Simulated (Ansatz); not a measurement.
# How many bands does the GW gap of Ge2As4W (MoSi2N4-type monolayer) need?

Wanted: a G0W0 gap for Ge2As4W (MoSi2N4-type monolayer) that is converged in bands and cutoff, or an estimate of the limit.

Method: G0W0 on LDA, plane waves, PAW; PAW set soft_1, in Ansatz 0.2.0.

### Step 1. Set-up

The cell holds 7 atoms: 1 W, 4 As and 2 Ge. Its edges and angles: a = 3.610 Å, b = 3.610 Å, c = 43.200 Å, α = 90.0°, β = 90.0°, γ = 120.0°. Vacuum lies along c.

As a file:

```cif
data_structure
_symmetry_space_group_name_H-M 'P 1'
_symmetry_Int_Tables_number 1
_cell_length_a 3.6099
_cell_length_b 3.6099
_cell_length_c 43.2000
_cell_angle_alpha 90.000
_cell_angle_beta 90.000
_cell_angle_gamma 120.000
_cell_volume 487.53
loop_
_atom_site_label
_atom_site_type_symbol
_atom_site_fract_x
_atom_site_fract_y
_atom_site_fract_z
_atom_site_occupancy
W1 W 0.00000 0.00000 0.50000 1
As2 As 0.33333 0.66667 0.53357 1
As3 As 0.33333 0.66667 0.46643 1
Ge4 Ge 0.33333 0.66667 0.58893 1
Ge5 Ge 0.33333 0.66667 0.41107 1
As6 As 0.66667 0.33333 0.61577 1
As7 As 0.66667 0.33333 0.38423 1
```

The structure was relaxed with LDA. The runs that relaxed it are not among those shown. Spin-orbit coupling is left out unless a step names it. The Coulomb interaction is cut off across the vacuum.

### Step 2. 95 empty bands, screening to 19.5 eV

Now the one-shot GW correction: screening in the RPA, then the self-energy of the levels asked for. This step takes PAW set soft_1 files.

input.yaml

```yaml
crystal:
  lattice:
    - [3.6098771035, 0.0, 0.0]
    - [-1.8049385518, 3.1262452762, 0.0]
    - [0.0, 0.0, 43.2]
  atoms:
    - { symbol: W, position: [0.0, 0.0, 0.5] }
    - { symbol: As, position: [0.3333333333, 0.6666666667, 0.5335697027] }
    - { symbol: As, position: [0.3333333333, 0.6666666667, 0.4664302973] }
    - { symbol: Ge, position: [0.3333333333, 0.6666666667, 0.5889312921] }
    - { symbol: Ge, position: [0.3333333333, 0.6666666667, 0.4110687079] }
    - { symbol: As, position: [0.6666666667, 0.3333333333, 0.6157689906] }
    - { symbol: As, position: [0.6666666667, 0.3333333333, 0.3842310094] }
  periodic: [true, true, false]
kpoints:
  mp_grid: { grid: [6, 6, 1] }
hamiltonian:
  xc: lda
  pseudopotentials: { kind: paw, azcp: { folder: soft_1 }, xc_functional: pbe }
scf:
  occupations: { method: fixed }
gw:
  n_empty_bands: 95
  ecut_chi: 19.5
  qp_bands: [v2, c2]
  qp_kpoints: band_edges
  screening: { model: contour_deformation }
```

Started as:

```sh
ansatz run input.yaml --threads 8 --pin off --max-ram 17510MiB --backend cpu --events-out ev --progress --plain --runs-dir out
```

Numbers of over 12 decimals in the logs are rounded to 6 here.

Output:

```text
Engine: ansatz 0.2.0, aarch64-unknown-linux-gnu
Pseudopotentials: kind: paw
Pseudopotential: W, paw, valence charge 14, recommended cutoff 420 eV (normal), soft_1/W.paw.azcp
Pseudopotential: As, paw, valence charge 15, recommended cutoff 420 eV (normal), soft_1/As.paw.azcp
Pseudopotential: Ge, paw, valence charge 14, recommended cutoff 420 eV (normal), soft_1/Ge.paw.azcp
Functional definition: SPW92
  exchange = slater_x
  correlation = pw_c
Crystal: 7 atoms, lattice volume = 487.528 Å³
Basis set: ecut = 420 eV, 9409 PW (Γ)
Bands: 62, of which v1, the nominal top of the filled ones, is band 51 counted from 1 (50 counted from 0)
Symmetry: 12 space group operations
Space group: P-6m2 (ITA 187), of the structure as read, at distance tolerance 7.9e-5 Å
k-points: 7 of 36 (time reversal used)
Non-local potential: W, projectors of the file, l = 0: 3, l = 1: 2, l = 2: 2, l = 3: 1
Non-local potential: As, projectors of the file, l = 0: 2, l = 1: 2, l = 2: 3, l = 3: 1
Non-local potential: Ge, projectors of the file, l = 0: 2, l = 1: 2, l = 2: 3, l = 3: 1
PAW form: soft (Blöchl's): semilocal exchange-correlation on the pseudo side does not see the compensation charge
PAW frozen core: W, regenerated for the run's functional, and the local potential with it (the file was generated under x = pbe(κ = 0.804, μ = 0.219515), c = pbe(β = 0.066725))
PAW frozen core: As, regenerated for the run's functional, and the local potential with it (the file was generated under x = pbe(κ = 0.804, μ = 0.219515), c = pbe(β = 0.066725))
PAW frozen core: Ge, regenerated for the run's functional, and the local potential with it (the file was generated under x = pbe(κ = 0.804, μ = 0.219515), c = pbe(β = 0.066725))
PAW one-centre angular grid: W, 590 points (default); XC on 64 Gauss nodes
PAW one-centre angular grid: As, 590 points (default); XC on 64 Gauss nodes
PAW one-centre angular grid: Ge, 590 points (default); XC on 64 Gauss nodes
Initial density: superposition of atomic densities (neutral atoms: chi_scale 0, normalization atom)
Initial wavefunctions: pseudopotential atomic-orbital guess
Functional: x = slater, c = lda
SCF iter   1: F=—  HF=-37657.103318 eV  |F-HF|=—  |Δ(HF+E_count)|=         —  Δρ=2.00e-2  dr2=3.24e0  ethr=3.10e-3  ⟨swp⟩=6.9  Hψ=1642  notcnv=0  defer=56
preconditioner: auto → Resta (q_TF=auto, 2.102 Å⁻¹)  ε∞=2.2  [insulator: Δε(μ)=0.186 eV  Ē_g=9.045 eV  n_scr=82 (ndim 8)  ℏωp=9.8 eV  f_vac=0.682  ε∞_Penn≈2.2  vacuum switching on, ρ_ref=5.9e-3 e/Å³]
SCF iter   2: F=—  HF=-37656.673714 eV  |F-HF|=—  |Δ(HF+E_count)|=   4.30e-1  Δρ=1.23e-2  dr2=3.35e0  ethr=3.10e-3  ⟨swp⟩=3.1  Hψ=707  notcnv=0  defer=62
SCF iter   3: F=—  HF=-37656.629938 eV  |F-HF|=—  |Δ(HF+E_count)|=   4.38e-2  Δρ=9.11e-3  dr2=3.15e0  ethr=3.10e-3  ⟨swp⟩=3.6  Hψ=685  notcnv=0  defer=58
SCF iter   4: F=—  HF=-37656.315364 eV  |F-HF|=—  |Δ(HF+E_count)|=   3.15e-1  Δρ=2.31e-3  dr2=2.42e-2  ethr=3.09e-3  ⟨swp⟩=3.0  Hψ=661  notcnv=0  defer=54
SCF iter   5: F=—  HF=-37656.296980 eV  |F-HF|=—  |Δ(HF+E_count)|=   1.84e-2  Δρ=6.76e-4  dr2=1.79e-3  ethr=2.37e-5  ⟨swp⟩=4.0  Hψ=948  notcnv=0  defer=63
SCF iter   6: F=—  HF=-37656.297013 eV  |F-HF|=—  |Δ(HF+E_count)|=   3.32e-5  Δρ=2.33e-4  dr2=3.60e-4  ethr=1.75e-6  ⟨swp⟩=3.0  Hψ=620  notcnv=0  defer=63
SCF iter   7: F=—  HF=-37656.297065 eV  |F-HF|=—  |Δ(HF+E_count)|=   5.17e-5  Δρ=8.43e-5  dr2=6.89e-5  ethr=3.53e-7  ⟨swp⟩=3.0  Hψ=808  notcnv=0  defer=63
SCF iter   8: F=—  HF=-37656.297060 eV  |F-HF|=—  |Δ(HF+E_count)|=   4.36e-6  Δρ=3.73e-5  dr2=1.87e-5  ethr=6.76e-8  ⟨swp⟩=3.0  Hψ=655  notcnv=0  defer=62
SCF iter   9: F=—  HF=-37656.297058 eV  |F-HF|=—  |Δ(HF+E_count)|=   2.21e-6  Δρ=9.05e-6  dr2=5.23e-7  ethr=1.83e-8  ⟨swp⟩=3.0  Hψ=670  notcnv=0  defer=59
iter 10 met the thresholds in force, and the SCF goes on: an eigenvalue changes by 2.23 meV, over its tolerance of 2.00 meV (output.eigenvalues, Limitations)
SCF iter  10: F=-37656.297058 eV  HF=-37656.297058 eV  |F-HF|=3.38e-8  |Δ(HF+E_count)|=   1.70e-7  Δρ=2.81e-6  dr2=7.59e-8  ethr=9.80e-11  ⟨swp⟩=19.4  Hψ=2503  notcnv=0
SCF iter  11: F=-37656.297058 eV  HF=-37656.297058 eV  |F-HF|=1.53e-8  |Δ(HF+E_count)|=   1.24e-8  Δρ=8.68e-7  dr2=8.88e-9  ethr=7.44e-11  ⟨swp⟩=2.0  Hψ=1287  notcnv=0
SCF 1 converged in 11 iterations: F = -37656.297058 eV  dr2 = 8.88e-9
  greatest PAW one-centre occupation: 0.999 electrons in one spin orbital (limit 2), on the As atom at site 2 (counted from 0), in its partial waves of l = 2
NSCF: frozen V_eff on 7 k-points
G₀W₀ screening: q 1/7
[... further progress lines ...]
SCF converged after 11 iterations
an eigenvalue changed by more than its tolerance at an iteration that met the thresholds in force, so the SCF went on 1 time: the last check found none over its tolerance
Free energy (F): -37656.297058 eV
Harris-Foulkes:  -37656.297058 eV  (|F-HF|=1.53e-8)
Internal energy: -37656.297058 eV  (E = F + TS)
E sigma→0 (E₀):  -37656.297058 eV
Fermi energy:    -5.055220 eV
--- Per-component energies (eV) ---
  E_band       = -2990.285378
  E_kinetic    = 1004.395064
  E_local      = -578002.268517  (includes V_loc(G=0)·N_el)
  E_nonlocal   = -1132.451166
  E_hartree    = 288517.317265
  E_xc         = -690.342227
  E_vxc        = -659.795011  (∫ρ·V_xc dr)
  E_paw        = -19925.009011  (= ΣΔE_a)
  E_vpaw       = -1234.813827  (= ΣTr[D̂ρ^β])
  E_aug_tail   = 0.000141  (compensation charges beyond the density's cutoff)
  E_ewald      = 272559.660574
  E_core_change = 12.400819  (= ΣΔE_core)
  E_smearing   = -0.000000  (= −TS)
  E_closure    = 0.000000  (closes the sum)
  Σ components = -37656.297058   (vs F -37656.297058, Δ=0.00e0)
--- Band table (eV; the first three rows and the last of 7) ---
  k-point 0: bands = [... 47 lower, -5.3763, -5.3504, -5.3504, -5.1964, -3.0024, -2.9898, -2.1026, -2.1026, ... 7 higher]
  k-point 1: bands = [... 47 lower, -6.0522, -5.9960, -5.9913, -5.3791, -3.0816, -2.9168, -2.4054, -2.1403, ... 7 higher]
  k-point 2: bands = [... 47 lower, -6.8415, -6.4721, -6.3300, -5.9636, -3.9985, -3.4769, -3.2604, -2.9549, ... 7 higher]
  k-point 6: bands = [... 47 lower, -7.0254, -6.9430, -6.8959, -5.0552, -4.6087, -4.2496, -3.1328, -2.6966, ... 7 higher]
  ° read free of the cell's end (the report's vacuum.weakly_bound_levels)
--- G₀W₀: contour deformation, 7 samples at zero and on the imaginary axis and 1 off it, 36 q-points, 95 empty bands' worth ---
  eigenvalues of the whole cell's RPA ε∞ on this k-mesh (on a slab, of 1 + 4πα/V) = 1.2756, 12.2003, 12.2003; static W/v taken at q = 0 is 0.225475
  gw.qp_kpoints: band_edges: 5 of 7 stored k-points solved, in 1 pass; an edge of the gap read off the rows below is read off those points alone
    valence top: of the k-points left out ik 4 came nearest to being solved in a further pass, in band 51 (counted from 1, as in the quasiparticle table): it holds the edge there only if its correction is more favourable than any solved in that band by at least 0.746 eV; those differ by 0.286 eV
    conduction bottom: of the k-points left out ik 2 came nearest to being solved in a further pass, in band 52 (counted from 1, as in the quasiparticle table): it holds the edge there only if its correction is more favourable than any solved in that band by at least 0.449 eV; those differ by 0.387 eV
  `?` marks the rows in doubt; gw_qp.tsv's column doubts and the gw_qp event give each row's grounds
    ik  band        ε_KS         Σx   Σc(E_QP)       V_xc       Z   E_QP_lin       E_QP  E_QP is
     0    50     -5.3504   -16.8468     1.7243   -15.7891  0.6911    -4.7256    -4.6839  root
     0    51     -5.1964   -16.7568     1.3016   -16.2340  0.6791    -4.4666    -4.4176  root
     0    52     -3.0024   -11.2083    -3.2015   -15.9790  0.6958    -1.6231    -1.4331  root ?
     0    53     -2.9898   -10.7301    -3.2469   -15.5386  0.6987    -1.6200    -1.4282  root ?
     1    50     -5.9913   -16.8345     1.8884   -15.5619  0.6850    -5.4126    -5.3755  root
     1    51     -5.3791   -17.5365     1.4528   -16.9086  0.6737    -4.6090    -4.5542  root
     1    52     -3.0816   -10.2838    -3.0259   -14.4917  0.6871    -2.1090    -1.8996  root ?
     1    53     -2.9168   -10.6013    -3.1903   -15.0284  0.6896    -1.8723    -1.6801  root ?
     3    50     -6.0553   -16.5957     1.5346   -15.7835  0.6642    -5.3826    -5.3328  root
     3    51     -5.9392   -17.7299     2.0720   -16.4171  0.6837    -5.2307    -5.1800  root
     3    52     -4.0829   -10.2925    -2.7262   -14.2015  0.6965    -3.0960    -2.9001  root ?
     3    53     -3.7827   -11.0330    -2.9985   -15.2996  0.6766    -2.7243    -2.5145  root ?
     5    50     -6.4810   -15.9576     2.1218   -14.3465  0.6786    -5.9981    -5.9702  root
     5    51     -5.6582   -18.0082     1.2891   -17.6370  0.6672    -4.8072    -4.7402  root
     5    52     -4.2352   -13.3951    -2.5554   -17.2721  0.6835    -3.0939    -2.9135  root ?
     5    53     -3.6072   -14.1615    -3.3430   -18.9349  0.6326    -2.4425    -2.1769  root ?
     6    50     -6.8959   -15.4535     2.1935   -13.6386  0.6659    -6.5348    -6.5173  root
     6    51     -5.0552   -18.4434     0.7416   -18.7473  0.6769    -4.0791    -4.0097  root
     6    52     -4.6087   -14.9503    -2.3625   -18.6558  0.6718    -3.4514    -3.2656  root ?
     6    53     -4.2496   -12.3610    -2.8077   -16.5187  0.6914    -3.0834    -2.8996  root ?
```

Run time: 45 s. Hardware: 8 threads of Arm Neoverse V2, shared host; peak memory 2.7 GiB.

Numbers from this step:

```
bands summed                                 : 146
plane waves in the screening matrix          : 121
q-points in the mesh                         : 36
G0W0 gap on the mesh                         : 0.7440 eV
k of the valence top                         : 0.3333, 0.3333, 0
k of the conduction bottom                   : 0.3333, 0.3333, 0
starting gap on the mesh                     : 0.4466 eV
Z at the valence top                         : 0.6769
Z at the conduction bottom                   : 0.6718
least direct G0W0 gap on the computed points : 0.7440 eV
```

The gap on the mesh goes from 0.45 eV to 0.74 eV, a correction of +0.30 eV. The program marks an edge row as in doubt. Between the two edge states, bare exchange in place of the xc potential would open the gap by 3.40 eV, and correlation takes back 3.10 eV.

### Step 3. 269 empty bands, screening to 39 eV

Bands and screening cutoff are moved together, since each hides the error of the other.

Changes to input.yaml since step 2:

```diff
@@ -22,4 +22,4 @@
 gw:
-  n_empty_bands: 95
-  ecut_chi: 19.5
+  n_empty_bands: 269
+  ecut_chi: 39.0
   qp_bands: [v2, c2]
```

Output:

```text
[...]
Crystal: 7 atoms, lattice volume = 487.528 Å³
Basis set: ecut = 420 eV, 9409 PW (Γ)
Bands: 62, of which v1, the nominal top of the filled ones, is band 51 counted from 1 (50 counted from 0)
Symmetry: 12 space group operations
[...]
k-points: 7 of 36 (time reversal used)
[...]
SCF iter   1: F=—  HF=-37657.103318 eV  |F-HF|=—  |Δ(HF+E_count)|=         —  Δρ=2.00e-2  dr2=3.24e0  ethr=3.10e-3  ⟨swp⟩=6.9  Hψ=1642  notcnv=0  defer=56
[...]
SCF iter  11: F=-37656.297058 eV  HF=-37656.297058 eV  |F-HF|=1.53e-8  |Δ(HF+E_count)|=   1.24e-8  Δρ=8.68e-7  dr2=8.88e-9  ethr=7.44e-11  ⟨swp⟩=2.0  Hψ=1287  notcnv=0
SCF 1 converged in 11 iterations: F = -37656.297058 eV  dr2 = 8.88e-9
[...]
NSCF: frozen V_eff on 7 k-points
G₀W₀ screening: q 1/7
[... further progress lines ...]
SCF converged after 11 iterations
[...]
Free energy (F): -37656.297058 eV
[...]
Internal energy: -37656.297058 eV  (E = F + TS)
E sigma→0 (E₀):  -37656.297058 eV
Fermi energy:    -5.055220 eV
[...]
--- Band table (eV; the first three rows and the last of 7) ---
  k-point 0: bands = [... 47 lower, -5.3763, -5.3504, -5.3504, -5.1964, -3.0024, -2.9898, -2.1026, -2.1026, ... 7 higher]
  k-point 1: bands = [... 47 lower, -6.0522, -5.9960, -5.9913, -5.3791, -3.0816, -2.9168, -2.4054, -2.1403, ... 7 higher]
  k-point 2: bands = [... 47 lower, -6.8415, -6.4721, -6.3300, -5.9636, -3.9985, -3.4769, -3.2604, -2.9549, ... 7 higher]
  k-point 6: bands = [... 47 lower, -7.0254, -6.9430, -6.8959, -5.0552, -4.6087, -4.2496, -3.1328, -2.6966, ... 7 higher]
  ° read free of the cell's end (the report's vacuum.weakly_bound_levels)
[...]
0    50     -5.3504   -16.8468     1.3917   -15.7891  0.6830    -5.0301    -5.0166  root
     0    51     -5.1964   -16.7568     0.9583   -16.2340  0.6716    -4.7804    -4.7609  root
     0    52     -3.0024   -11.2083    -3.5167   -15.9790  0.6888    -1.9407    -1.7484  root ?
     0    53     -2.9898   -10.7301    -3.5543   -15.5386  0.6918    -1.9312    -1.7357  root ?
     1    50     -5.9913   -16.8345     1.5709   -15.5619  0.6771    -5.7043    -5.6930  root
     1    51     -5.3791   -17.5365     1.0905   -16.9086  0.6657    -4.9385    -4.9165  root
     1    52     -3.0816   -10.2838    -3.3099   -14.4917  0.6785    -2.4217    -2.1836  root ?
     1    53     -2.9168   -10.6013    -3.4835   -15.0284  0.6822    -2.1870    -1.9733  root ?
     3    50     -6.0553   -16.5957     1.1902   -15.7835  0.6543    -5.6949    -5.6773  root
     3    51     -5.9392   -17.7299     1.7258   -16.4171  0.6751    -5.5452    -5.5262  root
     3    52     -4.0829   -10.2925    -2.9686   -14.2015  0.6896    -3.3752    -3.1425  root ?
     3    53     -3.7827   -11.0330    -3.2681   -15.2996  0.6709    -3.0063    -2.7842  root ?
     5    50     -6.4810   -15.9576     1.8295   -14.3465  0.6711    -6.2681    -6.2625  root
     5    51     -5.6582   -18.0082     0.9062   -17.6370  0.6589    -5.1514    -5.1232  root
     5    52     -4.2352   -13.3951    -2.8720   -17.2721  0.6739    -3.4354    -3.2302  root ?
     5    53     -3.6072   -14.1615    -3.7131   -18.9349  0.6253    -2.7936    -2.5469  root ?
     6    50     -6.8959   -15.4535     1.9243   -13.6386  0.6586    -6.7886    -6.7865  root
     6    51     -5.0552   -18.4434     0.3293   -18.7473  0.6669    -4.4545    -4.4219  root
     6    52     -4.6087   -14.9503    -2.7252   -18.6558  0.6622    -3.8276    -3.6284  root ?
     6    53     -4.2496   -12.3610    -3.1171   -16.5187  0.6830    -3.4003    -3.2091  root ?
```

Run time: 2.1 min. Hardware: 8 threads; peak memory 6.3 GiB.

Numbers from this step:

- bands summed: 320
- plane waves in the screening matrix: 253
- q-points in the mesh: 36
- G0W0 gap on the mesh: 0.7936 eV
- k of the valence top: 0.3333, 0.3333, 0
- k of the conduction bottom: 0.3333, 0.3333, 0
- starting gap on the mesh: 0.4466 eV
- Z at the valence top: 0.6669
- Z at the conduction bottom: 0.6622
- least direct G0W0 gap on the computed points: 0.7936 eV

Against the run with 6×6×1 mesh, 95 empty bands, screening to 19.5 eV, PAW set soft_1 files, the gap moves by +0.05 eV.

[end of part 1 of 2]

[Paths, hosts, dates, memory and timing lines, banners, echoed tables and standing remarks are left out of the program output.]

[Logs are printed without paths, hosts, clocks, repeated set-up lines and the standing remarks that a program may print on its own settings, such as how far it seeks lower states.]

[Runs of the session that timed out or met a known fault of the program may be left out.]

[Cells called generated may have been cut or substituted from an entry of the Crystallography Open Database or the Materials Project.]

[Hosts, paths, dates, database ids (printed as entryN), source tags and the programs' standing remarks are cut or masked in the printed files.]
